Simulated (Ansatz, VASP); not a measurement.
**One calculation of MgO, two programs**

```
Mg O
1.0
     2.98209    0.00000    0.00000
    -1.49105    2.58257    0.00000
     0.00000    0.00000    2.63948
Mg O
1 1
Direct
  0.00000 0.00000 0.00000
  0.33333 0.66667 0.50000
```

Change from the starting cell: strain +0.015 along x and y, -0.015 along z, atoms carried along.

Alike in both runs: task single point; functional LDA; k mesh 9 × 9 × 8; occupations gaussian, width 0.05 eV; no spin polarisation.

|  | VASP | Ansatz |
| --- | --- | --- |
| version | VASP 6.6.1 | Ansatz 0.2.0 |
| potentials or method | VASP PAW LDA potentials, release 64 (Mg, O) | scalar-relativistic, plane waves, PAW |
| plane-wave cutoff (eV) | 520 | 420 |
| valence electrons in the cell | 8 | 16 |

VASP gave:

```
gap on the k mesh at the Fermi level (eV)       : 2.65
least direct gap on the mesh (eV)               : 3.00
pressure (GPa)                                  : -12.0
largest component of the traceless stress (GPa) : 8.90
```

Estimate Ansatz's values.

gap on the k mesh at the Fermi level (eV): 2.65; least direct gap on the mesh (eV): 3.00; pressure (GPa): -10.3; largest component of the traceless stress (GPa): 9.10.

The two sets of potentials don't hold the same shells in valence.

Caveats: an odd mesh through Γ misses points on the zone boundary, where band edges often lie.
